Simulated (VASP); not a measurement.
# Si (Fd-3m) in VASP: further runs, part 2 of 2

VASP 6.6.1.

## (3) Single point, r2SCAN

This run uses another cell than the first one, of 20.17 Å³/atom, 1.007 times its volume.

POSCAR reads:

```
Si
1.0
    0.0000000000      2.7221053293      2.7221053293
    2.7221053293      0.0000000000      2.7221053293
    2.7221053293      2.7221053293      0.0000000000
Si
2
Direct
    0.5000000000      0.5000000000      0.5000000000
    0.7500000000      0.7500000000      0.7500000000
```

INCAR.step1 reads:

```
SYSTEM = Si
PREC = Accurate
ENCUT = 520
ISMEAR = 0
SIGMA = 0.02
LREAL = .False.
LASPH = .True.
NELM = 100
NBANDS = 11
GGA = PE
ALGO = Normal
EDIFF = 1E-4
LWAVE = .True.
LCHARG = .False.
```

INCAR.step2 reads:

```
SYSTEM = Si
PREC = Accurate
ENCUT = 520
EDIFF = 1E-6
ISMEAR = 0
SIGMA = 0.02
LREAL = .False.
LASPH = .True.
NELM = 100
ALGO = Normal
ISIF = 2
LWAVE = .False.
LCHARG = .True.
METAGGA = R2SCAN
LMIXTAU = .True.
LELF = .True.
LVHAR = .True.
NBANDS = 11
ISTART = 1
```

KPOINTS reads:

```
regular mesh
0
Gamma
  10 10 10
  0 0 0
```

Potentials or basis: VASP PAW PBE potentials, release 64 (Si).

Started as:

```
$ cat potpaw_PBE.64/Si/POTCAR > POTCAR
$ cp INCAR.step1 INCAR
$ mpirun -np 1 vasp_std > vasp.out
$ cp INCAR.step2 INCAR
$ mpirun -np 1 vasp_std > vasp.out
```

OUTCAR:

```text
SYSTEM = Si
   PREC = Accurate
   ENCUT = 520
   EDIFF = 1E-6
   ISMEAR = 0
   LREAL = .False.
   LASPH = .True.
   NELM = 100
   ISIF = 2
   METAGGA = R2SCAN
   ISTART = 1

 ion  position               nearest neighbor table
   1  0.500  0.500  0.500-   2 2.36   2 2.36   2 2.36   2 2.36
   2  0.750  0.750  0.750-   1 2.36   1 2.36   1 2.36   1 2.36

  LATTYP: Found a face centered cubic cell.
 ALAT       =     5.4442106586

  Lattice vectors:

 A1 = (   0.0000000000,   2.7221053293,   2.7221053293)
 A2 = (   2.7221053293,   0.0000000000,   2.7221053293)
 A3 = (   2.7221053293,   2.7221053293,   0.0000000000)

Analysis of symmetry for initial positions (statically):
=====================================================================
 Subroutine PRICEL returns:
 Original cell was already a primitive cell.

 Routine SETGRP: Setting up the symmetry group for a
 face centered cubic supercell.

 Subroutine GETGRP returns: Found 48 space group operations
 (whereof 24 operations were pure point group operations)
 out of a pool of 48 trial point group operations.

The static configuration has the point symmetry T_d .
 The point group associated with its full space group is O_h .

Analysis of symmetry for dynamics (positions and initial velocities):
=====================================================================
 Subroutine PRICEL returns:
 Original cell was already a primitive cell.

 Routine SETGRP: Setting up the symmetry group for a
 face centered cubic supercell.

 Subroutine GETGRP returns: Found 48 space group operations
 (whereof 24 operations were pure point group operations)
 out of a pool of 48 trial point group operations.

The dynamic configuration has the point symmetry T_d .
 The point group associated with its full space group is O_h .

 Subroutine INISYM returns: Found 48 space group operations
 (whereof 24 operations are pure point group operations),
 and found     1 'primitive' translations

----------------------------------------------------------------------------------------

                                     Primitive cell

  volume of cell :      40.3408

[... 113 lines left out ...]
   METAGGA = R2SCAN    functional components
   LHFCALC =     F    Hartree Fock is set to
   AEXX    =    0.0000 exact exchange contribution
   IVDW    =     0    specifies the selected vdW correction
   LEPSILON=     F    determine dielectric tensor
   LRPA    =     F    only Hartree local field effects (RPA)
 non-spin polarized calculation
 Gauss-broadening in eV      SIGMA  =   0.02
  energy-cutoff  :      520.00
  volume of cell :       40.34
 maximum number of plane-waves:      1106
 NGX is ok and might be reduce to    30
   NGX = 15   NGY = 15   NGZ = 15

 number of electron       8.0000001 magnetization

 Free energy of the ion-electron system (eV)
  ---------------------------------------------------
  ext. energy  EPLUGINS =         0.00000000
  ---------------------------------------------------
  free energy    TOTEN  =       -17.54983586 eV

  energy without entropy =      -17.54983586  energy(sigma->0) =      -17.54983586

 E-fermi :   5.8010     XC(G=0):  -9.8253

 val. band max:        5.6622586048   @ k =   0.0000   0.0000   0.0000
 cond. band min:       6.4552438414   @ k =   0.4000   0.4000   0.0000
 fundamental gap:      0.7929852366
 Fermi energy:         5.8009977313

 k-point     1 :       0.0000    0.0000    0.0000
  band No.  band energies     occupation
      1      -6.8110      2.00000
      2       5.6623      2.00000
      3       5.6623      2.00000
      4       5.6623      2.00000
      5       8.4173      0.00000
      6       8.4173      0.00000
      7       8.4173      0.00000
      8       9.5595      0.00000
      9      13.7854      0.00000
     10      13.7854      0.00000
     11      14.3312      0.00000
[... 309 lines left out ...]
 k-point    24 :       0.4000    0.3000    0.0000
  band No.  band energies     occupation
      1      -4.5484      2.00000
      2       0.0439      2.00000
      3       2.6902      2.00000
      4       3.1097      2.00000
      5       6.9305      0.00000
      6       8.1857      0.00000
      7      13.0973      0.00000
      8      13.1879      0.00000
      9      16.7066      0.00000
     10      17.1975      0.00000
     11      18.5886      0.00000

 [... further k-points ...]
[... 5 lines left out ...]
  --------------------------------------------------------------------------------------
  -------------------------------------------------------------------------------------
  Total       -0.0593530     -0.0593530     -0.0593530     -0.0000000      0.0000000      0.0000000
  in kB       -2.3572649     -2.3572649     -2.3572649     -0.0000000      0.0000000      0.0000000
  external PRESSURE =      -2.3572649 kB  Pullay stress =       0.0000000 kB

 VOLUME and BASIS-vectors are now :
 -----------------------------------------------------------------------------
  energy-cutoff  :      520.00
  volume of cell :       40.34
      direct lattice vectors                 reciprocal lattice vectors
     0.000000000  2.722105329  2.722105329    -0.183681357  0.183681357  0.183681357
     2.722105329  0.000000000  2.722105329     0.183681357 -0.183681357  0.183681357
     2.722105329  2.722105329  0.000000000     0.183681357  0.183681357 -0.183681357

 POSITION                                       TOTAL-FORCE (eV/Angst)
 -----------------------------------------------------------------------------------
      2.72211      2.72211      2.72211         0.000000      0.000000      0.000000
      4.08316      4.08316      4.08316        -0.000000     -0.000000     -0.000000
 -----------------------------------------------------------------------------------
    total drift:                                0.000000     -0.000000     -0.000000

  FREE ENERGIE OF THE ION-ELECTRON SYSTEM (eV)
  ---------------------------------------------------
  free  energy   TOTEN  =       -17.5498358552 eV

  energy  without entropy=      -17.5498358552  energy(sigma->0) =      -17.54983586
```

OUTCAR.step1:

```text
SYSTEM = Si
   PREC = Accurate
   ENCUT = 520
   ISMEAR = 0
   LREAL = .False.
   LASPH = .True.
[... 561 lines left out ...]
      2.72211      2.72211      2.72211         0.000000      0.000000      0.000000
      4.08316      4.08316      4.08316        -0.000000     -0.000000     -0.000000
 -----------------------------------------------------------------------------------
    total drift:                                0.000000     -0.000000     -0.000000

  FREE ENERGIE OF THE ION-ELECTRON SYSTEM (eV)
  ---------------------------------------------------
  free  energy   TOTEN  =       -10.8471130591 eV

  energy  without entropy=      -10.8471130591  energy(sigma->0) =      -10.84711306
```

Run time: 37 s. Hardware: 1 thread of Intel Xeon 6975P-C (Granite Rapids), shared host; peak memory 0.17 GiB.

Results:

```yaml
Free_energy: -17.5498 eV
Pressure: -0.2 GPa
Band_gap_on_the_k_mesh: 0.79 eV, indirect (least direct gap 2.75 eV)
```

Levels at points of the mesh, in eV from the valence-band top:
```csv
k point,band 1,band 2,band 3,band 4,band 5,band 6,band 7,band 8
"(0.00, 0.00, 0.00)",-12.47,0.00,0.00,0.00,2.75,2.75,2.75,3.90
"(0.50, 0.00, 0.00)",-10.04,-7.23,-1.27,-1.27,1.86,3.59,3.59,8.33
"(0.50, 0.50, 0.00)",-8.13,-8.13,-2.99,-2.99,0.93,0.93,10.81,10.81
```

Caveat: the PAW data sets were made with another functional, which shifts forces and pressure a little.

## (4) Single point, r2SCAN+D4

This run uses another cell than the first one, of 20.17 Å³/atom, 1.007 times its volume.

POSCAR reads:

```
Si
1.0
    0.0000000000      2.7221053412      2.7221053412
    2.7221053412      0.0000000000      2.7221053412
    2.7221053412      2.7221053412      0.0000000000
Si
2
Direct
    0.5000000000      0.5000000000      0.5000000000
    0.7500000000      0.7500000000      0.7500000000
```

INCAR.step1 reads:

```
SYSTEM = Si
  PREC = Accurate
  ENCUT = 520
  ISMEAR = 0
  SIGMA = 0.02
  LREAL = .FALSE.
  LASPH = .TRUE.
  NELM = 100
  NBANDS = 11
  GGA = PE
  ALGO = Normal
  EDIFF = 1E-4
  LWAVE = .TRUE.
  LCHARG = .FALSE.
```

INCAR.step2 reads:

```
SYSTEM = Si
  PREC = Accurate
  ENCUT = 520
  EDIFF = 1E-7
  ISMEAR = 0
  SIGMA = 0.02
  LREAL = .FALSE.
  LASPH = .TRUE.
  NELM = 100
  ALGO = Normal
  ISIF = 2
  LWAVE = .FALSE.
  LCHARG = .FALSE.
  METAGGA = R2SCAN
  LMIXTAU = .TRUE.
  IVDW = 13
  VDW_S6 = 1.0
  VDW_S8 = 0.6018749
  VDW_A1 = 0.51559235
  VDW_A2 = 5.77342911
  NBANDS = 11
  ISTART = 1
```

KPOINTS reads:

```
regular mesh
0
G
  10 10 10
  0 0 0
```

Started as:

```
$ cat potpaw_PBE.64/Si/POTCAR > POTCAR
$ cp INCAR.step1 INCAR
$ mpirun -np 1 vasp_std > vasp.out
$ cp INCAR.step2 INCAR
$ mpirun -np 1 vasp_std > vasp.out
```

It took 38 s on 1 thread of Intel Xeon 6975P-C (Granite Rapids), shared host; peak memory 0.16 GiB.

Results (log left out):

```
Free energy                : -17.7864 eV
Pressure                   : -1.1 GPa
Band gap on the k mesh     : 0.79 eV, indirect (least direct gap 2.75 eV)
Dispersion energy per atom : -0.118 eV
```

Levels at points of the mesh, in eV from the valence-band top:
| k point | band 1 | band 2 | band 3 | band 4 | band 5 | band 6 | band 7 | band 8 | band 9 |
| --- | --- | --- | --- | --- | --- | --- | --- | --- | --- |
| (0.00, 0.00, 0.00) | -12.47 | 0.00 | 0.00 | 0.00 | 2.75 | 2.75 | 2.75 | 3.90 | 8.12 |
| (0.50, 0.00, 0.00) | -10.04 | -7.23 | -1.27 | -1.27 | 1.86 | 3.59 | 3.59 | 8.33 | 11.14 |
| (0.50, 0.50, 0.00) | -8.13 | -8.13 | -2.99 | -2.99 | 0.93 | 0.93 | 10.81 | 10.81 | 11.60 |

Caveat: the PAW data sets were made with another functional, which shifts forces and pressure a little.

## (5) The runs side by side

| level | cell | k mesh | smearing | gap on the mesh (eV) | pressure (GPa) |
| --- | --- | --- | --- | --- | --- |
| r2SCAN | Fd-3m, 20.02 Å³/atom | 6 × 6 × 6 | gaussian 0.1 eV | 0.92 | 0.5 |
| r2SCAN | Fd-3m, 20.17 Å³/atom | 10 × 10 × 10 | gaussian 0.02 eV | 0.79 | -0.2 |
| r2SCAN+D4 | Fd-3m, 20.17 Å³/atom | 10 × 10 × 10 | gaussian 0.02 eV | 0.79 | -1.1 |

Alike in all rows: task single point; potentials or basis VASP PAW PBE potentials, release 64 (Si); no spin polarisation; cutoff (eV) 520.

On the cell as given the gap runs from 0.79 eV (r2SCAN) to 0.92 eV (r2SCAN); the meshes differ, which moves gaps too. The pressure there spans -1.1 GPa (r2SCAN+D4) to 0.5 GPa (r2SCAN); a positive pressure means that this level wants a larger cell, a negative one a smaller.

Caveats: the PAW data sets were made with another functional, which shifts forces and pressure a little.

Total energies depend on the potentials used, so only differences within one code and one set of settings carry meaning.
